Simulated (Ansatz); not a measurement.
Starting cell, ZrO₂ (fluorite):

```
ZrO2
1.0
    0.00000     5.11587     5.11587
    2.55794     0.00000     2.55794
    2.55794     2.55794     0.00000
Zr O
2 4
Direct
  0.00000   0.00000   0.00000
  0.50000   0.00000   0.00000
  0.12500   0.25000   0.25000
  0.62500   0.25000   0.25000
  0.37500   0.75000   0.75000
  0.87500   0.75000   0.75000
```

In each cell atom 3 (O, nearest neighbour Zr at 2.215 Å; its periodic images, 3.6 Å or more away, move with it) moves by s·(0.707, 0.707, 0.000) (along Cartesian [110]), the rest being held.

These are PBE (plane waves to 420 eV, PAW, scalar-relativistic; Ansatz, a quantum-chemistry and plane-wave program) values and carry that method's errors. k mesh 9×9×9 (Γ-centred), Fermi-Dirac smearing 0.05 eV. Energies are smeared free energies. Stress and pressure are positive under compression. This is a high-temperature form of ZrO2. ZrO2 is run without spin polarisation. ZrO2 was relaxed with its symmetry unable to fall. The zero of ΔE is the undisplaced structure.

**Question.** Estimate the ΔE (meV/cell) and P (GPa) for s (Å) = -0.220, -0.132, 0.044, 0.088, 0.176, 0.220.

**Answer.** 
| s (Å) | ΔE (meV/cell) | P (GPa) |
|---|---|---|
| -0.220 | 260.5 | 1.86 |
| -0.132 | 92.3 | 0.66 |
| 0.044 | 10.2 | 0.07 |
| 0.088 | 40.8 | 0.29 |
| 0.176 | 165.2 | 1.18 |
| 0.220 | 260.5 | 1.86 |

(A displaced cell: forces are minus the slopes of the energy, force constants its curvatures, and phonons follow from these.)
